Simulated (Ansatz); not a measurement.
**Calculated ⁹¹Zr nuclear quadrupole resonance for Zr3N4**

Cell: a Materials Project structure (computed, not necessarily an observed phase).

Space group I-43d (No. 220); a = 6.7752 Å.

```csv
site,Wyckoff,site symmetry,x,y,z
Zr,12a,-4..,0.0000,0.7500,0.1250
N,16c,.3.,0.3152,0.3152,0.3152
```

One atom of each set is listed; the run and its k-mesh use a cell of 14 atoms with edges of 5.87, 5.87, 5.87 Å.

Level of theory: DFT, PBE, plane waves and PAW, scalar-relativistic, 420 eV cutoff, Γ-centred 6×6×6 k-points, Fermi–Dirac smearing 0.02 eV (Ansatz 0.2.0).

⁹¹Zr: I = 5/2, Q = -176.0 mb (year-2017 value). Static lattice, zero field.

**Question.** The simulated lines lie at 7.88, 15.8 MHz. What are |C_Q|, η and |V_zz| at Zr?

**Answer.** For I = 5/2 and η = 0 the lines are 3|C_Q|/20 and twice that; η pulls their ratio below 2. Here |C_Q| = 52.5 MHz, η = 0.00 and |V_zz| = 12.34 × 10²¹ V/m². The calculation gives V_zz positive; the lines don't show the sign. The site has 8 N at 2.22–2.48 Å.

An axis of threefold or higher order runs through Zr, so V_zz lies along it and η is zero.

Without spin–orbit coupling (the program notes it for Zr) the gradients can shift somewhat, as the gap is small.

Hardware: 1 thread of Arm Neoverse V1 (aarch64; 8 cores open to the job, memory cap 2.5 GiB, no GPU), a shared host with a load of 0.5 a core. Wall time 27 s, CPU time 27 s, peak memory 0.45 GiB.
